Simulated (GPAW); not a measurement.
InP in GPAW: the effect of target pressure

InP:

```
CELL_PARAMETERS angstrom
0.00000 2.93050 2.93050
2.93050 0.00000 2.93050
2.93050 2.93050 0.00000
ATOMIC_POSITIONS crystal
In 0.00000 0.00000 0.00000
P 0.75000 0.75000 0.75000
```

Alike in all runs:

```yaml
Program: GPAW 26.7.0
Task: relaxation of cell and atoms
Functional: PBEsol
Potentials_or_basis: PAW data sets generated in the run's folder for this functional
Cutoff: 600 eV
Basis: pw
k_mesh: 8 × 8 × 8
Occupations: fermi-dirac, width 0.05 eV
Spin: no spin polarisation
```

Each run relaxes the cell or the atoms first.

```tsv
target pressure	target pressure	relaxed volume (Å³/atom)	gap on the mesh (eV)
0 GPa	-	25.30	0.58
2 GPa	2 GPa	?	?
5 GPa	5 GPa	23.74	0.92
10 GPa	10 GPa	22.60	1.17
20 GPa	20 GPa	20.90	1.25
30 GPa	30 GPa	19.68	1.11
```

**Question.** What does the run with target pressure 2 GPa give?

**Answer.** Relaxed volume 24.60 Å³/atom; gap on the mesh 0.73 eV.

Worked out: In Murnaghan's law V^(-B') rises as a straight line in P. The other rows fit best with B' = 4.0, V0 = 25.31 Å³/atom and B0 = 69 GPa, which gives 24.63 Å³/atom at 2 GPa, against the run's 24.60. A parabola through the other rows of the gap on the mesh, of slope 0.0641 eV per GPa there, gives 0.73 eV, against the run's 0.73.

Caveats: later steps reuse the first step's grids; spin-orbit coupling is left out, which moves the levels of the heavy elements; the volume moved by over 15 % at a fixed basis, so the end points are rough (some runs).

A k mesh can miss the band edges.
